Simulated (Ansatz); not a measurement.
Trifluoromethane, CHF3. The species carries charge 0 and has multiplicity 1. Geometry: relaxed with PBE0-D4/def2-TZVP.

```xyz
5

F    -0.996   -0.102    0.847
C     0.037   -0.046    0.010
F    -0.427   -0.081   -1.238
F     0.668    1.112    0.194
H     0.717   -0.883    0.187
```

**Question.** What is the dipole moment at B3LYP/def2-TZVPP? (Best estimate.)

**Answer.** Computed: 1.57 D, with components (0.98, -1.20, 0.25) D in this frame, pointing from negative to positive charge.

**Question.** And with PBE, r2SCAN, ωB97M-V? (Estimate.)

**Answer.** The calculation gave: PBE 1.43 D, r2SCAN 1.50 D, ωB97M-V 1.56 D.

**Question.** Give the Mulliken charges with B3LYP, ωB97M-V, PBE in def2-TZVPP. (Best estimate.)

**Answer.** The calculation gave: 
```csv
atom,B3LYP,ωB97M-V,PBE
F1,-0.18,-0.17,-0.14
C2,0.44,0.42,0.34
F3,-0.18,-0.17,-0.14
F4,-0.18,-0.17,-0.14
H5,0.10,0.09,0.07
```

B3LYP here is the variant with VWN-RPA as its local correlation; programs differ in this.
